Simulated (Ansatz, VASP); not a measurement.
## Au: VASP beside Ansatz

INCAR

```
SYSTEM = Au
PREC     = Accurate       ! precision mode
ENCUT    = 520            ! plane-wave cutoff, eV
EDIFF    = 1E-6           ! SCF threshold, eV
ISMEAR   = -1             ! smearing method
SIGMA    = 0.06           ! smearing width, eV
LREAL    = .False.        ! projectors in reciprocal space
LASPH    = .True.         ! aspherical terms in the spheres
NELM     = 80             ! most SCF steps
ALGO     = Normal         ! electronic algorithm
ISIF     = 2              ! what is computed and relaxed
LWAVE    = .False.        ! write WAVECAR
LCHARG   = .True.         ! write CHGCAR
GGA      = PE             ! functional
LELF     = .True.         ! ELF
LVHAR    = .True.       
NBANDS   = 12             ! bands
```

KPOINTS

```
regular mesh
0
Gamma
  12 12 12
  0 0 0
```

File POSCAR:

```
Au
1.0
    0.0000000000      2.0967585000      2.0967585000
    2.0967585000      0.0000000000      2.0967585000
    2.0967585000      2.0967585000      0.0000000000
Au
1
Direct
    0.0000000000      0.0000000000      0.0000000000
```

Input for Ansatz:

```yaml
crystal:
  atoms:
  - position: [0.0, 0.0, 0.0]
    symbol: Au
  lattice:
  - [0.0, 2.0967585, 2.0967585]
  - [2.0967585, 0.0, 2.0967585]
  - [2.0967585, 2.0967585, 0.0]
hamiltonian:
  dispersion: none
  pseudopotentials:
    dirac_shells:
      Au: [2p, 3d, 3p, 4d, 4p]
    kind: all_electron
    lapw: {basis_error: 0.025 meV}
    relativity: scalar
  xc: pbe
kpoints:
  mp_grid:
    grid: [12, 12, 12]
    shift: [0, 0, 0]
magnetization: {spin_polarized: false}
output: {forces: true, stress: true}
scf:
  convergence: {dr2_threshold: 1e-10 eV}
  lower_state_search: 'off'
  max_iter: 200
  occupations: {method: fermi_dirac, width: 0.06}
```

Alike in both runs: task single point; functional PBE; k mesh 12 × 12 × 12; occupations fermi-dirac, width 0.06 eV; no spin polarisation.

|  | VASP | Ansatz |
| --- | --- | --- |
| version | VASP 6.6.1 | Ansatz 0.2 development build |
| potentials or method | VASP PAW PBE potentials, release 64 (Au) | all-electron full-potential LAPW, scalar-relativistic |
| plane-wave cutoff (eV) | 520 | see its input |

VASP gave:

| Property | Result |
| --- | --- |
| pressure (GPa) | -3.3 |

Task: Estimate Ansatz's values.

Result: Pressure (GPa): -3.1.

Ansatz ran all-electron here, so the differences hold the error of VASP's frozen core and of both bases.

Spin-orbit coupling is left out, which matters for the levels of Au.
